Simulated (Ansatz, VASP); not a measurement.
One calculation of C, two programs

Contents of INCAR:

```
SYSTEM = C
  PREC = Accurate
  ENCUT = 520
  EDIFF = 1E-7
  ISMEAR = -1
  SIGMA = 0.1
  LREAL = .False.
  LASPH = .True.
  NELM = 60
  ALGO = Normal
  ISIF = 2
  LWAVE = .False.
  LCHARG = .True.
  GGA = PS
  LELF = .True.
  LVHAR = .True.
  NBANDS = 8
```

KPOINTS

```
Automatic mesh
0
Gamma
  20 20 20
  0 0 0
```

POSCAR

```
C
1.0
    1.7549706290      0.0000000000      0.0000000000
    0.0000000000      1.7549706290      0.0000000000
    0.0000000000      0.0000000000      1.7549706290
C
1
Direct
    0.0000000000      0.0000000000      0.0000000000
```

Input for Ansatz:

```yaml
crystal:
  lattice:
    - [1.754970629, 0.0, 0.0]
    - [0.0, 1.754970629, 0.0]
    - [0.0, 0.0, 1.754970629]
  atoms:
    - { symbol: C, position: [0.0, 0.0, 0.0] }
hamiltonian:
  xc: pbesol
  pseudopotentials:
    kind: paw
    azcp:
      C: "pseudopotentials/C.paw.azcp"
basis:
  ecutwfc: 420
  fft_grid_basis: typed
kpoints:
  mp_grid: { grid: [20, 20, 20], shift: [0, 0, 0] }
magnetization:
  spin_polarized: false
scf:
  occupations: { method: fermi_dirac, width: 0.1 }
  lower_state_search: "off"
output:
  stress: true
  write_density: true
  write_potential: true
  elf: true
  volumetric_format: npy
```

Alike in both runs: task single point; functional PBEsol; k mesh 20 × 20 × 20; occupations fermi-dirac, width 0.1 eV; no spin polarisation.

|  | VASP | Ansatz |
| --- | --- | --- |
| version | VASP 6.6.1 | Ansatz 0.2.0 |
| potentials or method | VASP PAW PBE potentials, release 64 (C) | plane waves (420 eV) with PAW, scalar-relativistic |
| plane-wave cutoff (eV) | 520 | 420 |
| valence electrons in the cell | 4 | 4 |

```csv
,VASP,Ansatz,Ansatz less VASP
pressure (GPa),4.6,4.1,-0.50
```

Ansatz warned: «pseudo_functional_mismatch».

Caveats: the PAW data sets were made with another functional, which shifts forces and pressure a little (VASP).
